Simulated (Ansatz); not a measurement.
Runs of Ansatz 0.2.0 on PtS2. Symmetry: P-3m1, No. 164, trigonal system. The conventional cell has a = 3.543 Å, b = 3.543 Å, c = 5.039 Å, α = 90.00°, β = 90.00°, γ = 120.00°. Around Pt (site symmetry -3m) lie 6 S at 2.34 Å. S (site symmetry 3m) is surrounded by 3 Pt at 2.34 Å. 

```csv
task,level,cell,k mesh,smearing,points for each segment of the path,screening (1/Å),share of exact exchange,mesh quality,gap on the mesh (eV),pressure (GPa),relaxed volume (Å³/atom),largest force (eV/Å)
relaxation of cell and atoms,HSE06,relaxed,6 × 6 × 4,fermi-dirac 0.05 eV,-,-,-,not flagged,(a),-,(b),-
relaxation of cell and atoms,PBEsol+D4,relaxed,9 × 9 × 5,fermi-dirac 0.05 eV,-,-,-,not flagged,none,0.0,16.44,-
band structure,PBEsol,as given,9 × 9 × 5,fermi-dirac 0.05 eV,14,-,-,not flagged,0.95,6.4,-,0.95
relaxation of cell and atoms,PBE0,relaxed,4 × 4 × 4,fermi-dirac 0.05 eV,-,-,-,coarse,3.01,-,21.72,-
relaxation of cell and atoms,RPBE+D3(BJ),relaxed,9 × 9 × 5,fermi-dirac 0.05 eV,-,-,-,not flagged,none,0.0,14.15,-
Born charges and dielectric tensor,PBE,as given,9 × 9 × 5,fixed,-,-,-,not flagged,1.02,-,-,-
single point,HSE06 form with a typed share of exact exchange,as given,5 × 5 × 3,fermi-dirac 0.05 eV,-,0.1,0.25,not flagged,2.21,-,-,0.87
single point,HSE06 form with a typed share of exact exchange,as given,5 × 5 × 3,fermi-dirac 0.05 eV,-,0.15,0.25,not flagged,2.06,-,-,0.89
```

Alike in all rows: potentials or basis Ansatz PAW; no spin polarisation; cutoff (eV) 420.

Task: Estimate the missing entries.

Result: (a) 2.79; (b) 23.47.

Caveats: some runs use coarse meshes; the PAW data sets come from PBE, with cores solved anew for the run's functional, which leaves a small shift of forces and pressure (some runs); spin-orbit coupling is left out, which moves the levels of the heavy elements (some runs); the plane-wave basis is chosen anew once the cell has moved, so the energies of steps on either side of that aren't comparable (some runs); the volume moved by over 15 % at a fixed basis, so the end points are rough (some runs); odd divisions of the mesh miss points on the zone boundary, where band edges often lie, so the gap on the mesh can be too wide (some runs); this functional lacks dispersion, which binds the layers, so the pressure and a relaxed spacing across them are unreliable, and here the layers came unbound (some runs); pairwise dispersion overbinds metals, which lowers pressure and volume (some runs).

A k mesh can miss the band edges, and the runs leave out spin-orbit coupling on Pt.

A gap of «none» marks a metal or a gap under the smearing width.

Not every run made on this cell is shown here.
